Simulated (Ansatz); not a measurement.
# Zinc-blende AlSb

The numbers are results of B3LYP (VWN-RPA form) in Ansatz (PAW), not measurements.

Numerical settings: plane-wave cutoff 520 eV, 8×8×8 k mesh, scalar-relativistic PAW data made under PBE.

Cell (relaxed at this level):

```cif
data_Al4Sb4
_chemical_formula_sum 'Al4 Sb4'
_space_group_name_H-M_alt 'F-43m'
_space_group_IT_number 216
_space_group_name_Hall 'F -4 2 3'
_cell_length_a 6.23949
_cell_length_b 6.23949
_cell_length_c 6.23949
_cell_angle_alpha 90.000
_cell_angle_beta 90.000
_cell_angle_gamma 90.000
loop_
_atom_site_label
_atom_site_type_symbol
_atom_site_symmetry_multiplicity
_atom_site_Wyckoff_symbol
_atom_site_fract_x
_atom_site_fract_y
_atom_site_fract_z
_atom_site_occupancy
Al1 Al 4 a 0.00000 0.00000 0.00000 1
Sb1 Sb 4 c 0.25000 0.25000 0.25000 1
```
(The calculation used a cell of 2 atoms; values per cell refer to that cell.)

```json
{
 "elastic constant C11": "82.2 GPa",
 "elastic constant C12": "34.2 GPa",
 "elastic constant C44": "41.7 GPa",
 "Voigt–Reuss–Hill bulk modulus": "50.2 GPa",
 "Voigt–Reuss–Hill shear modulus (Hill average)": "33.4 GPa",
 "young_modulus": "82.0 GPa",
 "poisson_ratio": "0.228"
}
```

Measured, for comparison: elastic constant C11 87.7 GPa, elastic constant C12 43.4 GPa, elastic constant C44 40.8 GPa (temperature not stated, not corrected to a static lattice; as tabulated in Oses et al. (2018), arXiv:1811.08464). Computed (rounded) less measured: elastic constant C11 -6 %, elastic constant C12 -21 %, elastic constant C44 +2 %. A static lattice is as a rule a little smaller and stiffer than an uncorrected measurement, which can account for part of this.

Elastic constants are with the ions relaxed.

Spin–orbit coupling is not included.

Computing time: roughly 110 core-minutes.

Ansatz is a program for electronic structure.
